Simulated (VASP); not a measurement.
# Pt in VASP: relaxation of the atoms with PBEsol

Aim: the relaxation of the atoms of Pt with PBEsol.

All numbers are computed with VASP 6.6.1; they aren't measurements. Logs are shortened: lines on timing, memory, paths and dates and some standing lists are left out, and cuts for length are marked.

### 1 The structure

The cell holds a slab with vacuum, 9 atoms: a = 2.770 Å, b = 2.770 Å, c = 33.096 Å, α = 90.00°, β = 90.00°, γ = 60.00°.

The cell was built by a generator and needn't be a form met in nature.

### 2 Relaxation of the atoms, PBEsol

Contents of INCAR:

```
SYSTEM = Pt
ALGO = Normal ; EDIFF = 1E-7
EDIFFG = -0.02 ; ENCUT = 520
GGA = PS ; IBRION = 2
ISIF = 2 ; ISMEAR = 1
KPAR = 8 ; LASPH = .True.
LCHARG = .False. ; LREAL = .False.
LWAVE = .False. ; NELM = 80
NSW = 40 ; PREC = Accurate
SIGMA = 0.2
```

Contents of KPOINTS:

```
k-points
0
Gamma
  18 18 1
  0 0 0
```

Contents of POSCAR:

```
Pt
1.0
    2.7704443687      0.0000000000      0.0000000000
    1.3852221843      2.3992752031      0.0000000000
    0.0000000000      0.0000000000     33.0964668375
Pt
9
Direct
    0.3333333333      0.3333333333      0.2266102916
    0.6666666667      0.6666666667      0.2949577187
    0.0000000000      0.0000000000      0.3633051458
    0.3333333333      0.3333333333      0.4316525729
    0.6666666667      0.6666666667      0.5000000000
    0.0000000000      0.0000000000      0.5683474271
    0.3333333333      0.3333333333      0.6366948542
    0.6666666667      0.6666666667      0.7050422813
    0.0000000000      0.0000000000      0.7733897084
```

Potentials or basis: VASP PAW PBE potentials, release 64 (Pt).

On the command line:

```
$ cat potpaw_PBE.64/Pt/POTCAR > POTCAR
$ mpirun -np 8 vasp_std > vasp.out
```

OUTCAR:

```text
SYSTEM = Pt
   EDIFF = 1E-7
   EDIFFG = -0.02
   ENCUT = 520
   GGA = PS
   IBRION = 2
   ISIF = 2
   ISMEAR = 1
   LASPH = .True.
   LREAL = .False.
   NELM = 80
   NSW = 40
   PREC = Accurate

 ion  position               nearest neighbor table
   1  0.333  0.333  0.227-   2 2.77   2 2.77   2 2.77
   2  0.667  0.667  0.295-   3 2.77   1 2.77   1 2.77   3 2.77   3 2.77   1 2.77
   3  0.000  0.000  0.363-   2 2.77   4 2.77   2 2.77   4 2.77   4 2.77   2 2.77
   4  0.333  0.333  0.432-   3 2.77   5 2.77   5 2.77   3 2.77   3 2.77   5 2.77
   5  0.667  0.667  0.500-   6 2.77   4 2.77   4 2.77   6 2.77   6 2.77   4 2.77
   6  0.000  0.000  0.568-   5 2.77   7 2.77   5 2.77   7 2.77   7 2.77   5 2.77
   7  0.333  0.333  0.637-   6 2.77   8 2.77   8 2.77   6 2.77   6 2.77   8 2.77
   8  0.667  0.667  0.705-   9 2.77   7 2.77   7 2.77   9 2.77   9 2.77   7 2.77
   9  0.000  0.000  0.773-   8 2.77   8 2.77   8 2.77

  LATTYP: Found a hexagonal cell.
 ALAT       =     2.7704443687
 C/A-ratio  =    11.9462665309

  Lattice vectors:

 A1 = (  -1.3852221843,  -2.3992752031,   0.0000000000)
 A2 = (   2.7704443687,   0.0000000000,   0.0000000000)
 A3 = (   0.0000000000,   0.0000000000,  33.0964668375)

Analysis of symmetry for initial positions (statically):
=====================================================================
 Subroutine PRICEL returns:
 Original cell was already a primitive cell.

 Routine SETGRP: Setting up the symmetry group for a
 hexagonal supercell.

 Subroutine GETGRP returns: Found 12 space group operations
 (whereof  6 operations were pure point group operations)
 out of a pool of 24 trial point group operations.

The static configuration has the point symmetry C_3v.
 The point group associated with its full space group is D_3d.

Analysis of symmetry for dynamics (positions and initial velocities):
=====================================================================
 Subroutine PRICEL returns:
 Original cell was already a primitive cell.

 Routine SETGRP: Setting up the symmetry group for a
 hexagonal supercell.

 Subroutine GETGRP returns: Found 12 space group operations
 (whereof  6 operations were pure point group operations)
 out of a pool of 24 trial point group operations.

The dynamic configuration has the point symmetry C_3v.
 The point group associated with its full space group is D_3d.

 Subroutine INISYM returns: Found 12 space group operations
 (whereof  6 operations are pure point group operations),
 and found     1 'primitive' translations

----------------------------------------------------------------------------------------

                                     Primitive cell

  volume of cell :     219.9942

  direct lattice vectors                    reciprocal lattice vectors
     2.770444369  0.000000000  0.000000000     0.360952926 -0.208396269  0.000000000
     1.385222184  2.399275203  0.000000000     0.000000000  0.416792537  0.000000000
     0.000000000  0.000000000 33.096466838     0.000000000  0.000000000  0.030214706

  length of vectors
     2.770444369  2.770444369 33.096466838     0.416792537  0.416792537  0.030214706

  position of ions in fractional coordinates (direct lattice)
     0.333333333  0.333333333  0.226610292
     0.666666667  0.666666667  0.294957719
     0.000000000  0.000000000  0.363305146
     0.333333333  0.333333333  0.431652573
     0.666666667  0.666666667  0.500000000
     0.000000000  0.000000000  0.568347427
     0.333333333  0.333333333  0.636694854
     0.666666667  0.666666667  0.705042281
     0.000000000  0.000000000  0.773389708

  ion indices of the primitive-cell ions
   primitive index   ion index
                 1           1
                 2           2
                 3           3
                 4           4
                 5           5
                 6           6
                 7           7
                 8           8
                 9           9

----------------------------------------------------------------------------------------

 KPOINTS: k-points

Automatic generation of k-mesh.
 Grid dimensions read from file:
 generate k-points for:   18   18    1

 Generating k-lattice:

  Cartesian coordinates                     Fractional coordinates (reciprocal lattice)
     0.020052940 -0.011577570  0.000000000     0.055555556  0.000000000  0.000000000
     0.000000000  0.023155141  0.000000000     0.000000000  0.055555556  0.000000000
     0.000000000  0.000000000  0.030214706     0.000000000  0.000000000  1.000000000

  Length of vectors
     0.023155141  0.023155141  0.030214706

  Shift w.r.t. Gamma in fractional coordinates (k-lattice)
     0.000000000  0.000000000  0.000000000

 Subroutine IBZKPT returns following result:
 ===========================================

 Found     37 irreducible k-points:

 Following reciprocal coordinates:
            Coordinates               Weight
  0.000000  0.000000  0.000000      1.000000
  0.055556  0.000000  0.000000      6.000000
  0.111111  0.000000  0.000000      6.000000
  0.166667  0.000000  0.000000      6.000000
  0.222222  0.000000  0.000000      6.000000
  0.277778 -0.000000  0.000000      6.000000
[... 16 lines left out ...]
  0.444444  0.111111  0.000000     12.000000
  0.500000  0.111111  0.000000     12.000000
 [... further k-points ...]
   k-points           NKPTS =     37   k-points in BZ     NKDIM =     37   number of bands    NBANDS=     54
   number of dos      NEDOS =    301   number of ions     NIONS =      9
   total plane-waves  NPLWV = 144000
   dimension x,y,z NGX =    24 NGY =   24 NGZ =  250
   dimension x,y,z NGXF=    48 NGYF=   48 NGZF=  500
   ions per type =               9
   NGX,Y,Z   is equivalent  to a cutoff of  14.40, 14.40, 12.56 a.u.
   NGXF,Y,Z  is equivalent  to a cutoff of  28.80, 28.80, 25.12 a.u.
 SYSTEM =  Pt
   PREC   = accura    normal or accurate (medium, high low for compatibility)
   ISTART =      0    job   : 0-new  1-cont  2-samecut
   ICHARG =      2    charge: 1-file 2-atom 10-const
   ISPIN  =      1    spin polarized calculation?
   LNONCOLLINEAR =      F non collinear calculations
   LSORBIT =      F    spin-orbit coupling
   LASPH  =      T    aspherical Exc in radial PAW
   ENCUT  =  520.0 eV  38.22 Ry    6.18 a.u.   5.15  5.15 61.54*2*pi/ulx,y,z
   NELM   =     80;   NELMIN=  2; NELMDL= -5     # of ELM steps
   EDIFF  = 0.1E-06   stopping-criterion for ELM
   LREAL  =      F    real-space projection
   EDIFFG = -.2E-01   stopping-criterion for IOM
   NSW    =     40    number of steps for IOM
   IBRION =      2    ionic relax: 0-MD 1-quasi-New 2-CG
   NFREE  =      1    steps in history (QN), initial steepest desc. (CG)
   ISIF   =      2    stress and relaxation
   ISYM   =      2    0-nonsym 1-usesym 2-fastsym
   POTIM  = 0.5000    time-step for ionic-motion
   TEBEG  =    0.0;   TEEND  =   0.0 temperature during run
   PSTRESS=    0.0 pullay stress
   NELECT =      90.0000    total number of electrons
   NUPDOWN=      -1.0000    fix difference up-down
   EMIN   =  10.00;   EMAX   =-10.00  energy-range for DOS
   EFERMI =   0.00;   METHOD = LEGACY
   ISMEAR =     1;   SIGMA  =   0.20  broadening in eV -4-tet -1-fermi 0-gaus
   EFERMI_NEDOS =   21; number of points for ismear=-14 and -15
   IALGO  =     38    algorithm
   IMIX   =      4    mixing-type and parameters
     AMIX     =   0.40;   BMIX     =  1.00
     AMIX_MAG =   1.60;   BMIX_MAG =  1.00
  volume/ion in A,a.u.               =      24.44       164.95
  Fermi-wavevector in a.u.,A,eV,Ry     =   1.215305  2.296593 20.095346  1.476966
  Thomas-Fermi vector in A             =   2.350696
   LORBIT       =      0    0 simple, 1 ext, 2 COOP (PROOUT), +10 PAW based schemes
   GGA     = PS    functional components
   LHFCALC =     F    Hartree Fock is set to
   AEXX    =    0.0000 exact exchange contribution
   IVDW    =     0    specifies the selected vdW correction
   LEPSILON=     F    determine dielectric tensor
   LRPA    =     F    only Hartree local field effects (RPA)
 conjugate gradient relaxation of ions
 non-spin polarized calculation
 Methfessel and Paxton  Order N= 1 SIGMA  =   0.20
  energy-cutoff  :      520.00
  volume of cell :      219.99
 maximum number of plane-waves:      5969
 NGX is ok and might be reduce to    24
   NGX = 11   NGY = 11   NGZ =123

--------------------------------------- Ionic step        1  -------------------------------------------

 number of electron      90.0000003 magnetization

 Free energy of the ion-electron system (eV)
  ---------------------------------------------------
  ext. energy  EPLUGINS =         0.00000000
  ---------------------------------------------------
  free energy    TOTEN  =       -61.14725296 eV

  energy without entropy =      -61.12173288  energy(sigma->0) =      -61.13874626

------------------------ aborting loop because EDIFF is reached ----------------------------------------

  FORCE on cell =-STRESS in cart. coord.  units (eV):
  Direction    XX          YY          ZZ          XY          YZ          ZX
  --------------------------------------------------------------------------------------
  -------------------------------------------------------------------------------------
  Total       -5.1840291     -5.1840291     -0.3267063      0.0000000      0.0000000      0.0000000
  in kB      -37.7543398    -37.7543398     -2.3793426      0.0000000      0.0000000      0.0000000
  external PRESSURE =     -25.9626741 kB  Pullay stress =       0.0000000 kB
[... 114 lines left out ...]
  energy  without entropy=      -61.1258159618  energy(sigma->0) =      -61.14234850

--------------------------------------- Ionic step        4  -------------------------------------------

 number of electron      90.0000006 magnetization

 Free energy of the ion-electron system (eV)
  ---------------------------------------------------
  ext. energy  EPLUGINS =         0.00000000
  ---------------------------------------------------
  free energy    TOTEN  =       -61.15082632 eV

  energy without entropy =      -61.12629378  energy(sigma->0) =      -61.14264880

 E-fermi :   4.5899     XC(G=0):  -8.9349

 val. band max:        4.5866868008   @ k =  -0.3889   0.2222   0.0000
 cond. band min:       4.5915502282   @ k =   0.4444   0.0000   0.0000
 fundamental gap:      0.0048634274
 Fermi energy:         4.5899056166

 k-point     1 :       0.0000    0.0000    0.0000
  band No.  band energies     occupation
      1      -5.6260      2.00000
      2      -5.2702      2.00000
      3      -4.6927      2.00000
      4      -4.0468      2.00000
      5      -3.4298      2.00000
      6      -3.0043      2.00000
[... 1357 lines left out ...]
     53       9.3278      0.00000
     54       9.6284      0.00000

 [... further k-points ...]

------------------------ aborting loop because EDIFF is reached ----------------------------------------

  FORCE on cell =-STRESS in cart. coord.  units (eV):
  Direction    XX          YY          ZZ          XY          YZ          ZX
  --------------------------------------------------------------------------------------
  -------------------------------------------------------------------------------------
  Total       -5.2825904     -5.2825904     -0.5645922      0.0000000     -0.0000000      0.0000000
  in kB      -38.4721437    -38.4721437     -4.1118222      0.0000000     -0.0000000      0.0000000
  external PRESSURE =     -27.0187032 kB  Pullay stress =       0.0000000 kB
[... 24 lines left out ...]
  FREE ENERGIE OF THE ION-ELECTRON SYSTEM (eV)
  ---------------------------------------------------
  free  energy   TOTEN  =       -61.1508263177 eV

  energy  without entropy=      -61.1262937771  energy(sigma->0) =      -61.14264880

 reached required accuracy - stopping structural energy minimisation
```

It took 6.3 min on 8 MPI ranks of Intel Xeon 6975P-C (Granite Rapids), shared host; peak memory 0.64 GiB.

Results:

```
Free energy                  : -61.1508 eV
Energy gained by relaxing    : 0.4 meV/atom
Ionic steps                  : 4
Largest force after relaxing : 0.015 eV/Å
Band gap on the k mesh       : none (metal or under the smearing width)
```

Forces in eV/Å, atoms in the order of the input:
```
Pt   0.000  0.000  0.009
Pt   0.000  0.000  0.011
Pt   0.000  0.000  0.010
Pt   0.000  0.000  0.015
Pt   0.000  0.000  0.000
Pt   0.000  0.000 -0.015
Pt   0.000  0.000 -0.010
Pt   0.000  0.000 -0.011
Pt   0.000  0.000 -0.009
```

The path:
| step | energy change (eV) | largest force (eV/Å) | pressure (GPa) |
| --- | --- | --- | --- |
| 1 | 0.0000 | 0.2009 | -2.60 |
| 2 | -0.0033 | 0.0487 | -2.69 |
| 3 | -0.0034 | 0.0575 | -2.70 |
| 4 | -0.0036 | 0.0148 | -2.70 |

Final structure:
```
Pt
1.0
     2.77044    0.00000    0.00000
     1.38522    2.39928    0.00000
     0.00000    0.00000   33.09647
Pt
9
Direct
  0.33333 0.33333 0.22640
  0.66667 0.66667 0.29531
  0.00000 0.00000 0.36339
  0.33333 0.33333 0.43150
  0.66667 0.66667 0.50000
  0.00000 0.00000 0.56850
  0.33333 0.33333 0.63661
  0.66667 0.66667 0.70469
  0.00000 0.00000 0.77360
```

Caveat: the PAW data sets were made with another functional, which shifts forces and pressure a little. Spin-orbit coupling is left out, which matters for the levels of Pt.
